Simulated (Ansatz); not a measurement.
# Response of NaF to small distortions

```
Na F
1.0
     0.00000    2.32330    2.32330
     2.32330    0.00000    2.32330
     2.32330    2.32330    0.00000
Na F
1 1
Direct
  0.00000 0.00000 0.00000
  0.50000 0.50000 0.50000
```

Atoms are numbered in the order listed.

The geometry is COD entry 9007459, unchecked; take it as a test cell.

Computed with DFT, LDA, all-electron LAPW, scalar-relativistic (Ansatz 0.2.0).

Settings: a Γ-centred 10×10×10 k mesh, Fermi–Dirac smearing of 0.02 eV, basis error target 0.5 meV/atom, no spin polarisation.

The unchanged cell is at -4.61 GPa.

Semilocal functionals give too small gaps.

x, y and z are the Cartesian axes of the cell as listed; fractional coordinates follow a strain, and an engineering shear is twice the off-diagonal strain component.

(1) One change gave: energy change +1 meV/atom; stress change (xx, yy, zz, yz, xz, xy) 0.00, 0.00, 0.00, 0.54, 0.54, 0.54 GPa, compression positive; gap on the k mesh 5.92 → 5.87 eV. Which change was it?
A. equal xy, yz and zx engineering shear strains of +2 %
B. equal xy, yz and zx engineering shear strains of +1 %
C. equal xy, yz and zx engineering shear strains of -2 %
D. equal xy, yz and zx engineering shear strains of -1 %

Results:

(1) C. For equal xy, yz and zx engineering shear strains of -1 %: energy change under 1 meV/atom; stress change (xx, yy, zz, yz, xz, xy) 0.00, 0.00, 0.00, 0.28, 0.28, 0.28 GPa, compression positive; gap on the k mesh 5.92 → 5.89 eV. For equal xy, yz and zx engineering shear strains of +1 %: energy change under 1 meV/atom; stress change (xx, yy, zz, yz, xz, xy) 0.00, 0.00, 0.00, -0.29, -0.29, -0.29 GPa, compression positive; gap on the k mesh 5.92 → 5.91 eV. For equal xy, yz and zx engineering shear strains of +2 %: energy change +1 meV/atom; stress change (xx, yy, zz, yz, xz, xy) 0.00, 0.00, 0.00, -0.60, -0.60, -0.60 GPa, compression positive; gap on the k mesh 5.92 → 5.89 eV.
